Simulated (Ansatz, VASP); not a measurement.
# Cd8Te8H2O in two plane-wave programs

Aim: how closely do two programs agree when they are given the same cell, functional and k mesh?

Method: plane waves, with VASP 6.6.1 beside it; single point at RPBE, in Ansatz 0.2.0.

The database entry behind the starting cell differs from later determinations by our own check (an axis about 1.1 % short against later determinations), so it need not match the best structure at ambient conditions.

## 1. Starting point

The cell holds 19 atoms: 8 Te, 8 Cd, 1 O and 2 H. Its edges and angles: a = 9.065 Å, b = 9.065 Å, c = 24.192 Å, α = 90.0°, β = 90.0°, γ = 120.0°. It derives from CdTe. H2O (upright) over a bridge site of the (1 1 1) slab of CdTe, cut from the database cell (so at first; earlier steps may have moved the atoms). Vacuum lies along c.

## 2. VASP: single point, RPBE

With cell and atoms fixed, the geometry can't cause a difference; cores, projectors, grids and the points listed under the comparison can.

Lines of VASP's logs that name or quote its potential files are left out, and so is its time.

The input, INCAR:

```
SYSTEM = Cd8Te8H2O
PREC = Normal
ENCUT = 400
EDIFF = 1E-05
NELM = 120
ISMEAR = 0
SIGMA = 0.05
LREAL = Auto
ALGO = Fast
GGA = RP
NBANDS = 95
LORBIT = 11
LWAVE = .FALSE.
LCHARG = .FALSE.
NCORE = 4
IDIPOL = 3
LDIPOL = .TRUE.
DIPOL = 0.5 0.5 0.467
ISYM = 0
```

The input, POSCAR:

```
Cd8Te8H2O
1.0
    9.0651089348      0.0000000000      0.0000000000
   -4.5325544674      7.8506146256      0.0000000000
    0.0000000000      0.0000000000     24.1921190319
Te Cd O H
8 8 1 2
Direct
    0.5000000000      0.0000000000      0.3364732100
    0.5000000000      0.5000000000      0.3364732100
    0.0000000000      0.0000000000      0.3364732100
    0.0000000000      0.5000000000      0.3364732100
    0.6606293216      0.8257180693      0.4994748909
    0.6645521802      0.3320362514      0.5016341360
    0.1769646847      0.8392208511      0.5012345572
    0.1629520327      0.3600882678      0.5030728008
    0.1666666700      0.8333333300      0.3747172300
    0.1666666700      0.3333333300      0.3747172300
    0.6666666700      0.8333333300      0.3747172300
    0.6666666700      0.3333333300      0.3747172300
    0.3455550520      0.6833568840      0.5470002196
    0.3226085518      0.1812679320      0.5177970640
    0.8404010951      0.6690626113      0.5249651861
    0.8276777140      0.1582412663      0.5276605124
    0.3744041594      0.8690512592      0.6332785002
    0.3085798240      0.9071844859      0.6109324920
    0.3060775337      0.8193316879      0.6665393069
```

The input, KPOINTS:

```
Automatic mesh
0
Gamma
2 2 1
0 0 0
```

PAW data sets: Te, Cd, O and H (PBE family, release 64).

Launch:

```
> mpirun -np 4 vasp_std
```

Numbers of over 12 decimals in the logs are rounded to 6 here.

What it wrote:

```text
[banner, memory and clock lines left out]
running    4 mpi-ranks, on    1 nodes
 distrk:  each k-point on    4 cores,    1 groups
 distr:  one band on    4 cores,    1 groups

 POSCAR found type information on POSCAR TeCdO H
 POSCAR found :  4 types and      19 ions
|                                                                             |
|               ----> ADVICE to this user running VASP <----                  |
|                                                                             |
|     You enforced a specific xc type in the INCAR file but a different       |
|     [... a line on the potential file left out ...]
|     I HOPE YOU KNOW WHAT YOU ARE DOING!                                     |
|                                                                             |

 LDA part: xc-table for (Slater+PW92), standard interpolation
 POSCAR, INCAR and KPOINTS ok, starting setup
 FFT: planning ... GRIDC
 FFT: planning ... GRID_SOFT
 FFT: planning ... GRID
 WAVECAR not read
 entering main loop
       N       E                     dE             d eps       ncg     rms          rms(c)
DAV:   1     0.113593276278E+04    0.11359E+04   -0.46462E+04   760   0.968E+02
DAV:   2     0.727660475398E+02   -0.10632E+04   -0.10328E+04   993   0.255E+02
DAV:   3    -0.451263377810E+02   -0.11789E+03   -0.11718E+03   872   0.918E+01
DAV:   4    -0.487490152234E+02   -0.36227E+01   -0.36163E+01   888   0.163E+01
DAV:   5    -0.488785932664E+02   -0.12958E+00   -0.12956E+00   952   0.288E+00    0.181E+01
RMM:   6    -0.437326526566E+02    0.51459E+01   -0.12544E+01   878   0.804E+00    0.135E+01
RMM:   7    -0.436394685266E+02    0.93184E-01   -0.30505E+00   892   0.352E+00    0.737E+00
RMM:   8    -0.436273656088E+02    0.12103E-01   -0.55426E-01   874   0.161E+00    0.301E+00
RMM:   9    -0.435204417331E+02    0.10692E+00   -0.82244E-02   899   0.828E-01    0.127E+00
RMM:  10    -0.435447045671E+02   -0.24263E-01   -0.10256E-01   914   0.562E-01    0.242E+00
RMM:  11    -0.435016478279E+02    0.43057E-01   -0.17533E-02   897   0.308E-01    0.274E-01
RMM:  12    -0.435022171750E+02   -0.56935E-03   -0.76967E-03   909   0.174E-01    0.370E-01
RMM:  13    -0.435013107860E+02    0.90639E-03   -0.14310E-03   940   0.824E-02    0.642E-02
RMM:  14    -0.435015886605E+02   -0.27787E-03   -0.67591E-04   909   0.545E-02    0.121E-01
RMM:  15    -0.435017283900E+02   -0.13973E-03   -0.22961E-04   768   0.311E-02    0.377E-02
RMM:  16    -0.435022694030E+02   -0.54101E-03   -0.20394E-04   759   0.254E-02    0.474E-02
RMM:  17    -0.435024662526E+02   -0.19685E-03   -0.52540E-05   706   0.123E-02    0.384E-02
RMM:  18    -0.435026513084E+02   -0.18506E-03   -0.55867E-05   693   0.987E-03    0.129E-02
RMM:  19    -0.435027207168E+02   -0.69408E-04   -0.17477E-05   641   0.655E-03    0.136E-02
RMM:  20    -0.435027627124E+02   -0.41996E-04   -0.31507E-06   457   0.360E-03    0.436E-03
RMM:  21    -0.435028191384E+02   -0.56426E-04   -0.38201E-06   530   0.358E-03    0.245E-03
RMM:  22    -0.435028380307E+02   -0.18892E-04   -0.11697E-06   410   0.241E-03    0.323E-03
RMM:  23    -0.435028596042E+02   -0.21573E-04   -0.20039E-06   490   0.298E-03    0.618E-03
RMM:  24    -0.435028606659E+02   -0.10617E-05   -0.25098E-07   315   0.173E-03
   1 F= -.43502861E+02 E0= -.43495137E+02  d E =-.154481E-01
```

From OUTCAR (step 2):

```text
ion  position               nearest neighbor table
   1  0.500  0.000  0.336-  12 2.78   9 2.78  11 2.78
   2  0.500  0.500  0.336-  11 2.78  10 2.78  12 2.78
   3  0.000  0.000  0.336-  10 2.78  11 2.78   9 2.78
   4  0.000  0.500  0.336-   9 2.78  12 2.78  10 2.78
   5  0.661  0.826  0.499-  16 2.70  15 2.71  13 2.73  11 3.02
   6  0.665  0.332  0.502-  15 2.71  14 2.72  16 2.72  12 3.07
   7  0.177  0.839  0.501-  15 2.70  14 2.72  13 2.78   9 3.06
   8  0.163  0.360  0.503-  14 2.68  16 2.72  13 2.76  10 3.12
   9  0.167  0.833  0.375-   4 2.78   1 2.78   3 2.78   7 3.06
  10  0.167  0.333  0.375-   3 2.78   2 2.78   4 2.78   8 3.12
  11  0.667  0.833  0.375-   2 2.78   3 2.78   1 2.78   5 3.02
  12  0.667  0.333  0.375-   1 2.78   4 2.78   2 2.78   6 3.07
  13  0.346  0.683  0.547-  17 2.61   5 2.73   8 2.76   7 2.78
  14  0.323  0.181  0.518-   8 2.68   6 2.72   7 2.72
  15  0.840  0.669  0.525-   7 2.70   6 2.71   5 2.71
  16  0.828  0.158  0.528-   5 2.70   8 2.72   6 2.72
  17  0.374  0.869  0.633-  19 0.98  18 0.99  13 2.61
  18  0.309  0.907  0.611-  17 0.99
  19  0.306  0.819  0.667-  17 0.98

 Found      4 irreducible k-points:

   k-points           NKPTS =      4   k-points in BZ     NKDIM =      4   number of bands    NBANDS=     95

   dimension x,y,z NGX =    48 NGY =   48 NGZ =  120
   dimension x,y,z NGXF=    96 NGYF=   96 NGZF=  240

   ENCUT  =  400.0 eV  29.40 Ry    5.42 a.u.  14.78 14.78 39.45*2*pi/ulx,y,z

   NELECT =     152.0000    total number of electrons

 k-points in reciprocal lattice and weights: Automatic mesh
   0.00000000  0.00000000  0.00000000       0.250
   0.50000000  0.00000000  0.00000000       0.250
   0.00000000  0.50000000  0.00000000       0.250
   0.50000000  0.50000000  0.00000000       0.250

 dipolmoment           0.000000      0.000000     -1.271559 electrons x Angstroem

 average (electrostatic) potential at core
       1 -94.9693       2 -94.9803       3 -95.0375       4 -94.9510       5 -96.7805
       6 -96.6820       7 -96.7746       8 -96.7845       9 -43.0256      10 -43.0214
      11 -43.0305      12 -42.9838      13 -44.6521      14 -44.6263      15 -44.6327
      16 -44.6270      17 -80.4267      18 -44.0090      19 -44.4291

 E-fermi :  -1.4589

 k-point     1 :       0.0000    0.0000    0.0000
  band No.  band energies     occupation
    ...
     73      -2.4128      2.00000
     74      -2.3718      2.00000
     75      -1.4930      1.66612
     76      -1.4920      1.65181
     77      -1.4444      0.68207
     78      -0.8457      0.00000
     79      -0.7393      0.00000
     80      -0.6198      0.00000
     81      -0.3961      0.00000
     82       0.0245      0.00000
    ...

 k-point     2 :       0.5000    0.0000    0.0000
  band No.  band energies     occupation
    ...
     72      -2.5042      2.00000
     73      -2.2574      2.00000
     74      -2.2418      2.00000
     75      -2.0763      2.00000
     76      -2.0597      2.00000
     77      -0.9038      0.00000
     78      -0.5913      0.00000
     79      -0.4777      0.00000
     80      -0.3268      0.00000
     81       0.0251      0.00000
    ...

 k-point     3 :       0.0000    0.5000    0.0000
  band No.  band energies     occupation
    ...
     72      -2.4993      2.00000
     73      -2.2746      2.00000
     74      -2.2336      2.00000
     75      -2.0823      2.00000
     76      -2.0541      2.00000
     77      -0.8701      0.00000
     78      -0.5683      0.00000
     79      -0.4957      0.00000
     80      -0.3163      0.00000
     81       0.1312      0.00000
    ...

  Total       17.9822640     17.5007562      3.2500094     -0.1805459     -0.3040399      0.0910951
  in kB       16.7341769     16.2860889      3.0244374     -0.1680148     -0.2829375      0.0847725
  external PRESSURE =      12.0149010 kB  Pullay stress =       0.0000000 kB

  energy-cutoff  :      400.00
  volume of cell :     1721.67
      direct lattice vectors                 reciprocal lattice vectors
     9.065108935  0.000000000  0.000000000     0.110313070  0.063689281  0.000000000
    -4.532554467  7.850614626  0.000000000     0.000000000  0.127378562  0.000000000
     0.000000000  0.000000000 24.192119032     0.000000000  0.000000000  0.041335775

 POSITION                                       TOTAL-FORCE (eV/Angst)
 -----------------------------------------------------------------------------------
      4.53255      0.00000      8.14000        -0.005886      0.007505     -0.098695
      2.26628      3.92531      8.14000        -0.007333     -0.016984     -0.083410
      0.00000      0.00000      8.14000         0.000984      0.025380     -0.019437
     -2.26628      3.92531      8.14000        -0.018017      0.020930     -0.107871
      2.24606      6.48239     12.08336         0.019654     -0.021855      0.076069
      4.51927      2.60669     12.13559        -0.026905     -0.017595      0.116822
     -2.19961      6.58840     12.12593         0.017014      0.042775      0.056318
     -0.15494      2.82691     12.17040        -0.057900      0.068104      0.102255
     -2.26628      6.54218      9.06520         0.040967     -0.047354     -0.277034
      0.00000      2.61687      9.06520        -0.017145      0.051109     -0.214692
      2.26628      6.54218      9.06520        -0.050672     -0.014642     -0.292914
      4.53255      2.61687      9.06520         0.023779      0.002665     -0.196134
      0.03514      5.36477     13.23309         0.052326     -0.078541      0.169267
      2.10287      1.42306     12.52661         0.017732     -0.028740      0.142599
      4.58576      5.25255     12.70002        -0.007916      0.026882      0.185696
      6.78575      1.24229     12.76523         0.036850     -0.014368      0.205180
     -0.54501      6.82259     15.32035        -0.064437      0.007211      0.196873
     -1.31455      7.12196     14.77975         0.037133     -0.009742      0.079750
     -0.93904      6.43226     16.12500         0.009773     -0.002739     -0.040641
 -----------------------------------------------------------------------------------
    total drift:                                0.038972      0.009134     -0.059749

  FREE ENERGIE OF THE ION-ELECTRON SYSTEM (eV)
  ---------------------------------------------------
  free  energy   TOTEN  =       -43.5028606659 eV

  energy  without entropy=      -43.4874125294  energy(sigma->0) =      -43.49513660

 vacuum level on the upper side and lower side of the slab         0.552         3.795

 total charge
# of ion       s       p       d       tot
------------------------------------------
    1        1.362   2.030   0.018   3.410
    2        1.362   2.030   0.018   3.409
    3        1.363   2.026   0.018   3.407
    4        1.361   2.031   0.018   3.410
    5        1.363   2.059   0.025   3.447
    6        1.358   2.068   0.024   3.450
    7        1.363   2.060   0.024   3.448
    8        1.365   2.050   0.024   3.440
    9        0.484   0.301   9.526  10.311
   10        0.485   0.297   9.526  10.308
   11        0.483   0.304   9.526  10.313
   12        0.482   0.301   9.527  10.310
   13        0.486   0.274   9.545  10.305
   14        0.515   0.301   9.526  10.341
   15        0.515   0.300   9.527  10.341
   16        0.515   0.296   9.528  10.338
   17        1.599   3.608   0.000   5.207
   18        0.604   0.111   0.000   0.715
   19        0.623   0.111   0.000   0.734
--------------------------------------------------
tot         17.689  22.557  76.399 116.645

[... 1 further part left out ...]
```

The gap is read on the k-mesh alone, so it is an upper bound where the band edges lie off the mesh. The gap is under twice the smearing width, so the edge states are partly filled and the run can't tell a small gap from a semimetal. The PAW data sets were made with PBE, which is usual practice but a small mismatch for other functionals.

(Part 1 of 2 ends here.)

[Lines on the potential files, build, host, timing and source positions are cut from VASP's logs without a mark.]

[Logs are printed without paths, hosts, clocks, repeated set-up lines and the standing remarks that a program may print on its own settings, such as how far it seeks lower states.]

[Hosts, paths, dates, database ids (printed as entryN), source tags and the programs' standing remarks are cut or masked in the printed files.]
